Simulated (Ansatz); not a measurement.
The cell below belongs to a search over invented structures; it isn't taken from experiment.

Input and command of a plane-wave DFT calculation in Ansatz:

```yaml
crystal:
  lattice:
    - [3.1156805068, 1.7988389793, 5.9146982058]
    - [-3.1156805068, 1.7988389793, 5.9146982058]
    - [0.0, -3.5976779587, 5.9146982058]
  atoms:
    - { symbol: Mo, position: [0.1696565203, 0.1696565203, 0.1696565203] }
    - { symbol: Mo, position: [0.3303434797, 0.3303434797, 0.3303434797] }
    - { symbol: Mo, position: [0.6696565203, 0.6696565203, 0.6696565203] }
    - { symbol: Mo, position: [0.8303434797, 0.8303434797, 0.8303434797] }
    - { symbol: Se, position: [0.75, 0.4062595535, 0.0937404465] }
    - { symbol: Se, position: [0.4062595535, 0.0937404465, 0.75] }
    - { symbol: Se, position: [0.0937404465, 0.75, 0.4062595535] }
    - { symbol: Se, position: [0.9062595535, 0.25, 0.5937404465] }
    - { symbol: Se, position: [0.25, 0.5937404465, 0.9062595535] }
    - { symbol: Se, position: [0.5937404465, 0.9062595535, 0.25] }
basis:
  ecutwfc: 420
kpoints:
  mp_grid: { grid: [6, 6, 6] }
hamiltonian:
  xc: pbe
scf:
  occupations: { method: gaussian, width: 0.1 }
output:
  forces: true
  stress: true
  eigenvalues: true
relax:
  adjacent_minimum: "off"
  f_tol: 0.01
  max_steps: 80
  cell: { stress_tol: 0.05 }
```

```bash
ansatz run input.yaml --threads 1 --pin off --max-ram 2560MiB --backend cpu --events-out ev --progress --plain --runs-dir out
```

Processor: Intel(R) Xeon(R) 6975P-C (Granite Rapids), 1 thread, on a host shared with other jobs.

Q: Estimate time, memory and problem size.

A: About 2.4 min, peak memory 0.82 GiB. It solves 92 bands at 32 k points (after reduction by symmetry) with about 3825 plane waves (on the last cell), in 47 SCF iterations over 8 ionic steps.
